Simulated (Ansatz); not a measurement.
Write the native input for Ansatz 0.2.0 that does the following.

```yaml
Task: single point
Functional: B3LYP
Potentials_or_basis: Ansatz PAW
Cutoff: "420 eV (not typed: the program's choice for these potentials)"
k_mesh: 6 × 6 × 6
Occupations: fermi-dirac, width 0.05 eV
Spin: no spin polarisation
```

Crystal: TiO2 (Anatase).

```
Ti O
1.0
    -1.89210    1.89210    4.75730
     1.89210   -1.89210    4.75730
     1.89210    1.89210   -4.75730
Ti O
2 4
Direct
  0.75000 0.25000 0.50000
  0.00000 0.00000 0.00000
  0.79190 0.79190 0.00000
  0.54190 0.04190 0.50000
  0.95810 0.45810 0.50000
  0.20810 0.20810 0.00000
```

These files were run (other wordings do the same):

input.yaml

```yaml
crystal:
  lattice:
    - [-1.8921, 1.8921, 4.7573]
    - [1.8921, -1.8921, 4.7573]
    - [1.8921, 1.8921, -4.7573]
  atoms:
    - { symbol: Ti, position: [0.75, 0.25, 0.5] }
    - { symbol: Ti, position: [0.0, 0.0, 0.0] }
    - { symbol: O, position: [0.7919, 0.7919, 0.0] }
    - { symbol: O, position: [0.5419, 0.0419, 0.5] }
    - { symbol: O, position: [0.9581, 0.4581, 0.5] }
    - { symbol: O, position: [0.2081, 0.2081, 0.0] }
hamiltonian:
  xc: b3lyp
  pseudopotentials: { kind: paw }
kpoints:
  mp_grid: { grid: [6, 6, 6] }
scf:
  occupations: { method: fermi_dirac, width: 0.05 }
output:
  forces: true
  stress: true
  eigenvalues: true
```

Potentials or basis: Ansatz PAW.

Command:

```bash
$ ansatz run input.yaml --threads 2 --pin off --max-ram 5632MiB --backend cpu --events-out ev --progress --plain --runs-dir out
```

Results of the run:

```yaml
Pressure: 2.9 GPa
Largest_force: 0.047 eV/Å
Band_gap_on_the_k_mesh: 3.92 eV, indirect (least direct gap 4.25 eV)
```

Caveat: the pressure holds a Pulay correction of +0.7 GPa for the finite cutoff; the PAW data sets come from PBE, with cores solved anew for the run's functional, which leaves a small shift of forces and pressure; the thresholds are loose for stress.

It took 71 s on 2 threads of Arm Neoverse V1, with other jobs on the host, peak memory 2.6 GiB.
